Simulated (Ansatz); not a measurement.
**Molecular dynamics of SiO₂**

The input (input.yaml):

```yaml
accuracy: low
crystal:
  lattice:
    - [-4.293563, -4.293563, 0.0]
    - [4.293563, -4.293563, 0.0]
    - [0.0, 0.0, 5.494414]
  atoms:
    - { symbol: Si, position: [0.50654461, 0.47007909, 0.00393847] }
    - { symbol: Si, position: [-0.00056313, 0.44870162, 0.21328837] }
    - { symbol: O, position: [0.14831288, 0.49124725, -0.01892639] }
    - { symbol: O, position: [-0.01042143, 0.12112791, 0.20006234] }
    - { symbol: O, position: [0.77092802, 0.45236824, -0.04567523] }
    - { symbol: O, position: [-0.00245048, 0.77488357, 0.20937144] }
    - { symbol: Si, position: [0.50088117, 0.4512809, 0.48011122] }
    - { symbol: Si, position: [-0.00377864, 0.4406791, 0.72664123] }
    - { symbol: O, position: [0.15787184, 0.4109094, 0.43896262] }
    - { symbol: O, position: [-0.03741311, 0.15605787, 0.70999502] }
    - { symbol: O, position: [0.78906678, 0.44053216, 0.46613925] }
    - { symbol: O, position: [0.0010484, 0.76655598, 0.70368332] }
    - { symbol: Si, position: [-0.02290175, -0.04921424, -0.06522224] }
    - { symbol: Si, position: [0.52726805, -0.0205184, 0.22295145] }
    - { symbol: O, position: [0.65384313, -0.07752646, -0.06037288] }
    - { symbol: O, position: [0.44293653, 0.65215276, 0.23685303] }
    - { symbol: O, position: [0.23397857, -0.01881288, -0.03580695] }
    - { symbol: O, position: [0.49545459, 0.27349259, 0.25639124] }
    - { symbol: Si, position: [-0.01126763, -0.04051864, 0.46665496] }
    - { symbol: Si, position: [0.42543414, -0.04702465, 0.72742477] }
    - { symbol: O, position: [0.64822583, -0.01025593, 0.51189305] }
    - { symbol: O, position: [0.44948704, 0.64199563, 0.74402958] }
    - { symbol: O, position: [0.29673052, -0.06326028, 0.48452942] }
    - { symbol: O, position: [0.45643098, 0.29139038, 0.76201406] }
basis:
  ecutwfc: 420.0
kpoints:
  mp_grid: { grid: [2, 2, 2] }
hamiltonian:
  xc: pbesol
scf:
  occupations: { method: fermi_dirac, width: 0.24 }
  lower_state_search: "off"
md:
  timestep: 1
  n_steps: 149
  ensemble: nvt_langevin
  temperature: 2240.0
  initial_velocities: maxwell_boltzmann
  seed: 329868
  friction: 0.02
  temperature_schedule:
    - { n_steps: 112, end_temperature: 300.0 }
    - { n_steps: 37, end_temperature: 300.0 }
```

Command:

```bash
$ ansatz run input.yaml --threads 1 --pin off --max-ram 3072MiB --backend cpu --events-out ev --progress --plain --runs-dir out
```

It goes on from the last frame of an earlier run, with new velocities.

Output, in part (step lines):

```
md step     0: t =     0.00 fs  T =  2146.7 K (target 2240.0 K)  F+E_penalty+E_count = -13961.23252959 eV  E_kin = 6.659475 eV  (8 SCF iters)
md step     1: t =     1.00 fs  T =  2013.4 K (target 2231.3 K)  F+E_penalty+E_count = -13961.06290252 eV  E_kin = 6.245906 eV  (7 SCF iters)
md step     2: t =     2.00 fs  T =  2022.9 K (target 2214.0 K)  F+E_penalty+E_count = -13961.04713742 eV  E_kin = 6.275418 eV  (7 SCF iters)
md step     3: t =     3.00 fs  T =  1987.3 K (target 2196.7 K)  F+E_penalty+E_count = -13961.13197394 eV  E_kin = 6.164956 eV  (7 SCF iters)
md step     4: t =     4.00 fs  T =  2058.9 K (target 2179.4 K)  F+E_penalty+E_count = -13961.26985861 eV  E_kin = 6.387284 eV  (7 SCF iters)
md step     5: t =     5.00 fs  T =  2128.7 K (target 2162.1 K)  F+E_penalty+E_count = -13961.43041117 eV  E_kin = 6.603868 eV  (5 SCF iters)
md step     6: t =     6.00 fs  T =  2133.7 K (target 2144.7 K)  F+E_penalty+E_count = -13961.62286543 eV  E_kin = 6.619303 eV  (6 SCF iters)
md step     7: t =     7.00 fs  T =  2249.0 K (target 2127.4 K)  F+E_penalty+E_count = -13961.81813222 eV  E_kin = 6.976912 eV  (6 SCF iters)
[... lines left out ...]
md step   149: t =   149.00 fs  T =   925.2 K (target 300.0 K)  F+E_penalty+E_count = -13967.67498683 eV  E_kin = 2.870059 eV  (7 SCF iters)
```

The steps, from the saved trajectory:

| time (fs) | T (K) | potential energy less start (eV) |
| --- | --- | --- |
| 0.0 | 2147 | 0.000 |
| 5.0 | 2129 | -0.198 |
| 10.0 | 2431 | -0.889 |
| 15.0 | 2399 | -0.878 |
| 20.0 | 2368 | -1.360 |
| 25.0 | 2591 | -2.112 |
| 30.0 | 2004 | -1.755 |
| 35.0 | 1820 | -1.447 |
| 40.0 | 1846 | -1.641 |
| 45.0 | 2324 | -2.542 |
| 50.0 | 2167 | -3.037 |
| 55.0 | 1883 | -2.442 |
| 60.0 | 1211 | -1.651 |
| 65.0 | 1428 | -2.101 |
| 70.0 | 1943 | -3.482 |
| 75.0 | 2224 | -4.794 |
| 80.0 | 2331 | -5.540 |
| 85.0 | 2134 | -5.038 |
| 90.0 | 1455 | -3.691 |
| 95.0 | 1245 | -3.076 |
| 100.0 | 1447 | -3.673 |
| 105.0 | 1509 | -4.497 |
| 110.0 | 1325 | -4.944 |
| 115.0 | 1207 | -5.493 |
| 120.0 | 1342 | -6.173 |
| 125.0 | 1173 | -6.351 |
| 130.0 | 974 | -6.129 |
| 135.0 | 819 | -5.742 |
| 140.0 | 714 | -5.584 |
| 145.0 | 797 | -6.037 |

The run went to its last step. The schedule's set-point averaged 462 K over the second half and the system 1343 K, so it lags behind the ramp. A run of 0.15 ps of so small a system gives no equilibrium averages. Limits of this set-up: coarse k mesh, low accuracy level.

Mean squared displacements from the first frame to the last, about the centre of mass: Si 0.04 Å², O 0.08 Å².

Last frame:

```xyz
24
Lattice="-4.2936 -4.2936 0.0000 4.2936 -4.2936 0.0000 0.0000 0.0000 5.4944" Properties=species:S:1:pos:R:3
Si -0.244 -3.904 -0.061
Si 1.890 -1.661 1.160
O 1.007 -2.311 -0.080
O 0.756 -0.228 1.215
O -1.583 -5.032 -0.238
O 3.358 -2.864 1.189
Si -0.283 -3.814 2.637
Si 1.898 -1.709 3.968
O 1.081 -2.503 2.595
O 0.587 -0.305 3.881
O -1.576 -5.085 2.650
O 3.255 -3.034 3.971
Si -0.132 0.536 -0.087
Si -2.253 -1.734 1.300
O -3.055 -2.316 -0.117
O 0.708 -4.627 1.277
O -1.572 -0.599 -0.030
O -1.085 -3.055 1.306
Si -0.108 0.559 2.558
Si -2.278 -1.581 4.091
O -3.277 -2.383 2.532
O 0.509 -4.599 4.018
O -1.392 -0.945 2.679
O -1.104 -3.005 4.022
```

Time of the run: 17 min on 1 CPU thread of a shared host.
